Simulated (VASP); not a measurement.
# CClH3 in VASP: a series of runs

The runs below take CClH3 through single point, with optB86b-vdW, rev-vdW-DF2.

Everything below comes from runs of VASP 6.6.1. Logs are shortened: lines on timing, memory, paths and dates and some standing lists are left out, and cuts for length are marked.

## Step 1: Starting point

The cell holds a molecule in a box, 5 atoms: a = 12.767 Å, b = 13.267 Å, c = 13.767 Å, α = 90.00°, β = 90.00°, γ = 90.00°.

## Step 2: Single point, optB86b-vdW

INCAR reads:

```
AGGAC = 0.0 ; ALGO = Normal
EDIFF = 1E-6 ; ENCUT = 400
GGA = MK ; ISIF = 2
ISMEAR = 0 ; ISYM = 0
LASPH = T ; LCHARG = F
LREAL = F ; LUSE_VDW = T
LWAVE = F ; NBANDS = 15
NELM = 60 ; PARAM1 = 0.1234
PARAM2 = 1.0 ; PREC = Accurate
SIGMA = 0.01
```

KPOINTS reads:

```
k-points
0
Gamma
  1 1 1
```

POSCAR reads:

```
H3CCl                                   
1.0
   12.7670747303      0.0000000000      0.0000000000
    0.0000000000     13.2670747303      0.0000000000
    0.0000000000      0.0000000000     13.7670747303
  C               Cl              H             
     1     1     3
Selective dynamics
Direct
     0.4970414396999985    0.5134837255000022    0.4949221529999974   F   F   F
     0.5319454503142702    0.3988868809119202    0.5548219480017531   T   T   T
     0.5552280380073201    0.5709899675184384    0.5135229432457831   T   T   T
     0.4191307765296371    0.5362347447375754    0.5199742775278416   T   T   T
     0.4964907305613198    0.4997974982495885    0.4164725656523024   T   T   T
```

Potentials or basis: VASP PAW PBE potentials, release 64 (C, Cl, H).

On the command line:

```console
$ cat potpaw_PBE.64/C/POTCAR potpaw_PBE.64/Cl/POTCAR potpaw_PBE.64/H/POTCAR > POTCAR
$ mpirun -np 4 vasp_gam > vasp.out
```

OUTCAR:

```text
EDIFF = 1E-6
   ENCUT = 400
   GGA = MK
   ISIF = 2
   ISMEAR = 0
   ISYM = 0
   LASPH = T
   LREAL = F
   NELM = 60
   PREC = Accurate

 ion  position               nearest neighbor table
   1  0.497  0.513  0.495-   5 1.10   4 1.10   3 1.10   2 1.79
   2  0.532  0.399  0.555-   1 1.79
   3  0.555  0.571  0.514-   1 1.10
   4  0.419  0.536  0.520-   1 1.10
   5  0.496  0.500  0.416-   1 1.10

IMPORTANT INFORMATION: All symmetrisations will be switched off!
NOSYMM: (Re-)initialisation of all symmetry stuff for point group C_1.

----------------------------------------------------------------------------------------

                                     Primitive cell

  volume of cell :    2331.8910

  direct lattice vectors                    reciprocal lattice vectors
    12.767074730  0.000000000  0.000000000     0.078326478  0.000000000  0.000000000
     0.000000000 13.267074730  0.000000000     0.000000000  0.075374566  0.000000000
     0.000000000  0.000000000 13.767074730     0.000000000  0.000000000  0.072637072

  length of vectors
    12.767074730 13.267074730 13.767074730     0.078326478  0.075374566  0.072637072

  position of ions in fractional coordinates (direct lattice)
     0.497041440  0.513483726  0.494922153
     0.531945450  0.398886881  0.554821948
     0.555228038  0.570989968  0.513522943
     0.419130777  0.536234745  0.519974278
     0.496490731  0.499797498  0.416472566

  ion indices of the primitive-cell ions
   primitive index   ion index
                 1           1
                 2           2
                 3           3
                 4           4
                 5           5

----------------------------------------------------------------------------------------

 KPOINTS: k-points

Automatic generation of k-mesh.
 Grid dimensions read from file:
 generate k-points for:    1    1    1

 Generating k-lattice:

  Cartesian coordinates                     Fractional coordinates (reciprocal lattice)
     0.078326478  0.000000000  0.000000000     1.000000000  0.000000000  0.000000000
     0.000000000  0.075374566  0.000000000     0.000000000  1.000000000  0.000000000
     0.000000000  0.000000000  0.072637072     0.000000000  0.000000000  1.000000000

  Length of vectors
     0.078326478  0.075374566  0.072637072

  Shift w.r.t. Gamma in fractional coordinates (k-lattice)
     0.000000000  0.000000000  0.000000000

 Subroutine IBZKPT returns following result:
 ===========================================

 Found      1 irreducible k-points:

 Following reciprocal coordinates:
            Coordinates               Weight
  0.000000  0.000000  0.000000      1.000000
   k-points           NKPTS =      1   k-points in BZ     NKDIM =      1   number of bands    NBANDS=     16
   number of dos      NEDOS =    301   number of ions     NIONS =      5
   total plane-waves  NPLWV = 680400
   dimension x,y,z NGX =    84 NGY =   90 NGZ =   90
   dimension x,y,z NGXF=   168 NGYF=  180 NGZF=  180
   ions per type =               1   1   3
   NGX,Y,Z   is equivalent  to a cutoff of  10.94, 11.28, 10.87 a.u.
   NGXF,Y,Z  is equivalent  to a cutoff of  21.88, 22.56, 21.74 a.u.
 SYSTEM =  unknown system
   PREC   = accura    normal or accurate (medium, high low for compatibility)
   ISTART =      0    job   : 0-new  1-cont  2-samecut
   ICHARG =      2    charge: 1-file 2-atom 10-const
   ISPIN  =      1    spin polarized calculation?
   LNONCOLLINEAR =      F non collinear calculations
   LSORBIT =      F    spin-orbit coupling
   LASPH  =      T    aspherical Exc in radial PAW
   ENCUT  =  400.0 eV  29.40 Ry    5.42 a.u.  20.82 21.64 22.45*2*pi/ulx,y,z
   NELM   =     60;   NELMIN=  2; NELMDL= -5     # of ELM steps
   EDIFF  = 0.1E-05   stopping-criterion for ELM
   LREAL  =      F    real-space projection
   EDIFFG = 0.1E-04   stopping-criterion for IOM
   NSW    =      0    number of steps for IOM
   IBRION =     -1    ionic relax: 0-MD 1-quasi-New 2-CG
   NFREE  =      0    steps in history (QN), initial steepest desc. (CG)
   ISIF   =      2    stress and relaxation
   ISYM   =      0    0-nonsym 1-usesym 2-fastsym
   POTIM  = 0.5000    time-step for ionic-motion
   TEBEG  =    0.0;   TEEND  =   0.0 temperature during run
   PSTRESS=    0.0 pullay stress
   NELECT =      14.0000    total number of electrons
   NUPDOWN=      -1.0000    fix difference up-down
   EMIN   =  10.00;   EMAX   =-10.00  energy-range for DOS
   EFERMI =   0.00;   METHOD = LEGACY
   ISMEAR =     0;   SIGMA  =   0.01  broadening in eV -4-tet -1-fermi 0-gaus
   EFERMI_NEDOS =   21; number of points for ismear=-14 and -15
   IALGO  =     38    algorithm
   IMIX   =      4    mixing-type and parameters
     AMIX     =   0.40;   BMIX     =  1.00
     AMIX_MAG =   1.60;   BMIX_MAG =  1.00
  volume/ion in A,a.u.               =     466.38      3147.28
  Fermi-wavevector in a.u.,A,eV,Ry     =   0.297542  0.562273  1.204540  0.088531
  Thomas-Fermi vector in A             =   1.163129
   LORBIT       =      0    0 simple, 1 ext, 2 COOP (PROOUT), +10 PAW based schemes
   GGA     = MK    functional components
   LHFCALC =     F    Hartree Fock is set to
   AEXX    =    0.0000 exact exchange contribution
   IVDW_NL    =     1    kernel type
   BPARAM     = 6.3000
   IVDW    =     0    specifies the selected vdW correction
   LEPSILON=     F    determine dielectric tensor
   LRPA    =     F    only Hartree local field effects (RPA)
 non-spin polarized calculation
 Gauss-broadening in eV      SIGMA  =   0.01
  energy-cutoff  :      400.00
  volume of cell :     2331.89
 maximum number of plane-waves:     21158
 NGX is ok and might be reduce to    84
   NGX = 41   NGY = 43   NGZ = 45

 number of electron      14.0000002 magnetization

 Free energy of the ion-electron system (eV)
  ---------------------------------------------------
  ext. energy  EPLUGINS =         0.00000000
  ---------------------------------------------------
  free energy    TOTEN  =       -18.96443359 eV

  energy without entropy =      -18.96443359  energy(sigma->0) =      -18.96443359

 E-fermi :  -6.9247     XC(G=0):  -0.6452

 val. band max:       -6.9833592945   @ k =   0.0000   0.0000   0.0000
 cond. band min:      -0.9128924013   @ k =   0.0000   0.0000   0.0000
 fundamental gap:      6.0704668933
 Fermi energy:        -6.9246939361

 k-point     1 :       0.0000    0.0000    0.0000
  band No.  band energies     occupation
      1     -21.1583      2.00000
      2     -16.6029      2.00000
      3     -10.8723      2.00000
      4     -10.8721      2.00000
      5     -10.1637      2.00000
      6      -6.9835      2.00000
[... 8 lines left out ...]
     15       0.6650      0.00000
     16       1.0413      0.00000

------------------------ aborting loop because EDIFF is reached ----------------------------------------

  FORCE on cell =-STRESS in cart. coord.  units (eV):
  Direction    XX          YY          ZZ          XY          YZ          ZX
  --------------------------------------------------------------------------------------
  -------------------------------------------------------------------------------------
  Total       -0.3215106     -0.2877273     -0.3108088     -0.0134243     -0.0238681      0.0070916
  in kB       -0.2209010     -0.1976894     -0.2135480     -0.0092235     -0.0163991      0.0048725
  external PRESSURE =      -0.2107128 kB  Pullay stress =       0.0000000 kB

 VOLUME and BASIS-vectors are now :
 -----------------------------------------------------------------------------
  energy-cutoff  :      400.00
  volume of cell :     2331.89
      direct lattice vectors                 reciprocal lattice vectors
    12.767074730  0.000000000  0.000000000     0.078326478  0.000000000  0.000000000
     0.000000000 13.267074730  0.000000000     0.000000000  0.075374566  0.000000000
     0.000000000  0.000000000 13.767074730     0.000000000  0.000000000  0.072637072

 POSITION                                       TOTAL-FORCE (eV/Angst)
 -----------------------------------------------------------------------------------
      6.34577      6.81243      6.81363         0.005857     -0.020871      0.011125
      6.79139      5.29206      7.63828         0.011319     -0.037317      0.020562
      7.08864      7.57537      7.06971         0.018253      0.033208      0.001444
      5.35107      7.11427      7.15852        -0.032166      0.019459      0.004076
      6.33873      6.63085      5.73361        -0.003263      0.005521     -0.037207
 -----------------------------------------------------------------------------------
    total drift:                                0.000123      0.000685     -0.000179

  FREE ENERGIE OF THE ION-ELECTRON SYSTEM (eV)
  ---------------------------------------------------
  free  energy   TOTEN  =       -18.9644335905 eV

  energy  without entropy=      -18.9644335905  energy(sigma->0) =      -18.96443359

Total vdW correction in eV:      3.3663900
```

It took 4.5 min on 4 MPI ranks of Intel Xeon 6975P-C (Granite Rapids), shared host; peak memory 1.2 GiB.

Results:

* Free energy: -18.9644 eV
* Largest force: 0.044 eV/Å
* Gap between the frontier levels: 6.07 eV

Forces on the atoms (eV/Å):
```
C    0.006 -0.021  0.011
Cl   0.011 -0.037  0.021
H    0.018  0.033  0.001
H   -0.032  0.019  0.004
H   -0.003  0.006 -0.037
```

Levels at points of the mesh, in eV from the valence-band top:
```csv
k point,band 3,band 4,band 5,band 6,band 7,band 8,band 9,band 10,band 11,band 12
"(0.00, 0.00, 0.00)",-3.89,-3.89,-3.18,0.00,0.00,6.07,6.46,7.18,7.24,7.28
```

Caveat: the cutoff is under 1.25 times the usual one of these potentials, so pressure, stress and relaxed cells hold a basis-set (Pulay) error; the PAW data sets were made with another functional, which shifts forces and pressure a little.

## Step 3: Single point, rev-vdW-DF2

Changes to INCAR since step 2:

```diff
@@ -8,3 +8,3 @@
 NELM = 60 ; PARAM1 = 0.1234
-PARAM2 = 1.0 ; PREC = Accurate
-SIGMA = 0.01
+PARAM2 = 0.711357 ; PREC = Accurate
+SIGMA = 0.01 ; ZAB_VDW = -1.8867
```

KPOINTS is that of step 2.

POSCAR is that of step 2.

Potentials or basis: VASP PAW PBE potentials, release 64 (C, Cl, H).

On the command line:

```console
$ cat potpaw_PBE.64/C/POTCAR potpaw_PBE.64/Cl/POTCAR potpaw_PBE.64/H/POTCAR > POTCAR
$ mpirun -np 4 vasp_gam > vasp.out
```

Wall time 4.5 min (4 MPI ranks of Intel Xeon 6975P-C (Granite Rapids), shared host); peak memory 1.2 GiB.

The run converged. Its results:

| Quantity | Value |
| --- | --- |
| Free energy | -19.4287 eV |
| Largest force | 0.058 eV/Å |
| Gap between the frontier levels | 6.09 eV |

Forces on the atoms (eV/Å):
```
C    0.000 -0.001  0.000
Cl   0.015 -0.049  0.027
H    0.008  0.024 -0.003
H   -0.019  0.017 -0.001
H   -0.004  0.009 -0.023
```

Levels at points of the mesh, in eV from the valence-band top:
```csv
k point,band 3,band 4,band 5,band 6,band 7,band 8,band 9,band 10,band 11,band 12
"(0.00, 0.00, 0.00)",-3.89,-3.89,-3.18,0.00,0.00,6.09,6.49,7.28,7.33,7.34
```

Caveat: the cutoff is under 1.25 times the usual one of these potentials, so pressure, stress and relaxed cells hold a basis-set (Pulay) error; the PAW data sets were made with another functional, which shifts forces and pressure a little.
